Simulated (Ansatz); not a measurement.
**P (puckered monolayer type, one sheet): independent-particle optics**

Aim: the dielectric function of P (puckered monolayer type, one sheet) in the independent-particle picture, and how it depends on the functional and on the gap. The runs, in order: HSE06 for the gap; optics with PBE on 6×8×1; optics with r2SCAN on 6×8×1; optics with LDA on 6×8×1; optics with PBE and scissors to the HSE06 gap on 6×8×1.

Computed with Ansatz 0.2.0 (plane waves, PAW; no local fields, no excitons, unless a step's input says otherwise).

## (1) The structure to begin with

It takes space group Pmna (No. 53, orthorhombic). Conventional cell: a = 3.292 Å, b = 27.820 Å, c = 4.627 Å, α = 90.00°, β = 90.00°, γ = 90.00°. P (site symmetry m) has 3 P at 2.21 to 2.25 Å as nearest neighbours.

As a file:

```cif
data_structure
_symmetry_space_group_name_H-M 'Pmna'
_symmetry_Int_Tables_number 53
_cell_length_a 3.2919
_cell_length_b 27.8196
_cell_length_c 4.6275
_cell_angle_alpha 90.000
_cell_angle_beta 90.000
_cell_angle_gamma 90.000
_cell_volume 423.78
loop_
_atom_site_label
_atom_site_type_symbol
_atom_site_symmetry_multiplicity
_atom_site_Wyckoff_symbol
_atom_site_fract_x
_atom_site_fract_y
_atom_site_fract_z
_atom_site_occupancy
P1 P 4 h 0.00000 0.03745 0.90876 1
```

The cell was relaxed beforehand with r2SCAN; those runs aren't shown. The cell holds one sheet and vacuum, and is periodic in the plane alone; ε, where given, is a mean over the whole height of the cell, so ε₂ and ε₁ − 1 scale inversely with that height and aren't the sheet's own values.

## (2) A hybrid for the gap

Contents of input.yaml:

```yaml
crystal:
  lattice:
    - [4.6274948433, 0.0, 0.0]
    - [0.0, 3.2918638654, 0.0]
    - [0.0, 0.0, 27.8195791164]
  atoms:
    - { symbol: P, position: [0.0912379111, 0.0, 0.3789328437] }
    - { symbol: P, position: [0.4087620889, 0.5, 0.3789328437] }
    - { symbol: P, position: [0.5912379111, 0.5, 0.3040393868] }
    - { symbol: P, position: [0.9087620889, 0.0, 0.3040393868] }
  periodic: [true, true, false]
kpoints:
  mp_grid: { grid: [4, 4, 1] }
  band_path:
    path:
      - [0.0, 0.0, 0.0]
      - [0.5, 0.0, 0.0]
      - [0.5, 0.5, 0.0]
      - [0.0, 0.5, 0.0]
      - [0.0, -0.049479, 0.0]
    npoints: 1
hamiltonian:
  xc: hse06
scf:
  occupations: { method: fixed }
  n_extra_bands: 5
output:
  forces: true
  stress: true
  eigenvalues: true
  write_density: true
  write_potential: true
  elf: true
  volumetric_format: npy
```

The run is started by

```sh
$ ansatz run input.yaml --threads 4 --pin off --max-ram 5529MiB --backend cpu --events-out ev --progress --plain --runs-dir out
```

The runs that follow: Optics, PBE; Optics, r2SCAN; Optics, LDA; Optics, PBE with a scissors shift.

Q: Predict the results of all the runs planned. Wanted: ε∞, PBE; ε∞, r2SCAN; ε∞, LDA; tallest peak of ε₂, PBE; tallest peak of ε₂, r2SCAN; tallest peak of ε₂, LDA; HSE06 direct gap.

As calculated:

| quantity | value |
| --- | --- |
| ε∞, PBE | 4.17, 3.29, 2.11 (xx, yy, zz) |
| ε∞, r2SCAN | 3.64, 3.01, 2.02 (xx, yy, zz) |
| ε∞, LDA | 4.54, 3.43, 2.14 (xx, yy, zz) |
| ε∞, PBE + 0.68 eV scissors | 3.43, 2.97, 2.00 (xx, yy, zz) |
| tallest peak of ε₂, PBE | 4.9 at 4.45 eV |
| tallest peak of ε₂, r2SCAN | 4.5 at 4.95 eV |
| tallest peak of ε₂, LDA | 5.0 at 4.10 eV |
| tallest peak of ε₂, PBE + 0.68 eV scissors | 4.9 at 5.15 eV |
| HSE06 direct gap | 1.59 eV |

PBE + 0.68 eV scissors has the widest direct gap (1.59 eV) and LDA the narrowest (0.83 eV); ε∞ is 3.20 and 3.98 (in the plane): a wider gap screens less. A sheet's ε refers to the whole height of the cell: in the plane ε − 1 falls as one over that height. Local fields and excitons are left out: both change ε∞, and without excitons the onset lacks its lines.
